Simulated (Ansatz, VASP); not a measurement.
Zr: VASP beside Ansatz

The input INCAR:

```
SYSTEM = Zr
PREC = Accurate
ENCUT = 600
EDIFF = 1E-6
ISMEAR = -1
SIGMA = 0.05
LREAL = .False.
LASPH = .True.
NELM = 100
ALGO = Normal
ISIF = 3
LWAVE = .False.
LCHARG = .False.
GGA = B5
ALDAX = 1.0
AGGAX = 1.0
AGGAC = 1.0
ALDAC = 0.0
IVDW = 12
VDW_S6 = 1.0
VDW_S8 = 2.6996
VDW_A1 = 0.4298
VDW_A2 = 4.2359
IBRION = 2
NSW = 80
EDIFFG = -0.02
```

The input KPOINTS:

```
Automatic mesh
0
Gamma
  9 9 5
  0 0 0
```

Contents of POSCAR:

```
Zr
1.0
    3.2320000000      0.0000000000      0.0000000000
   -1.6160000000      2.7989941050      0.0000000000
    0.0000000000      0.0000000000      5.1470000000
Zr
2
Direct
    0.6666666667      0.3333333333      0.7500000000
    0.3333333333      0.6666666667      0.2500000000
```

File input.yaml:

```yaml
crystal:
  lattice:
    - [3.232, 0.0, 0.0]
    - [-1.616, 2.798994105, 0.0]
    - [0.0, 0.0, 5.147]
  atoms:
    - { symbol: Zr, position: [0.6666666667, 0.3333333333, 0.75] }
    - { symbol: Zr, position: [0.3333333333, 0.6666666667, 0.25] }
kpoints:
  mp_grid: { grid: [9, 9, 5] }
scf:
  occupations: { method: fermi_dirac, width: 0.05 }
hamiltonian:
  xc: blyp
  dispersion: d3bj
  pseudopotentials: { kind: all_electron, lapw: { basis_error: 0.001 } }
output:
  forces: true
  stress: true
relax:
  f_tol: 0.02
  max_steps: 60
  cell: {}
```

Alike in both runs: task relaxation of cell and atoms; functional BLYP; dispersion D3(BJ); k mesh 9 × 9 × 5; occupations fermi-dirac, width 0.05 eV; no spin polarisation.

|  | VASP | Ansatz |
| --- | --- | --- |
| version | VASP 6.6.1 | Ansatz 0.2.0 |
| potentials or method | VASP PAW PBE potentials, release 64 (Zr_sv) | all-electron LAPW, scalar-relativistic |
| plane-wave cutoff (eV) | 600 | see its input |

```tsv
	VASP	Ansatz	Ansatz less VASP
relaxed volume (Å³/atom)	21.83	21.81	-0.022
relaxed cell length with the largest relative difference (Å)	5.106	5.103	-0.0022
energy change over the relaxation (meV/atom)	-27	-28	-1.1
```

Ansatz ran all-electron here, so the differences hold the error of VASP's frozen core and of both bases.

Caveats: the PAW data sets were made with another functional, which shifts forces and pressure a little (VASP); pairwise dispersion overbinds metals, which lowers pressure and volume (VASP).
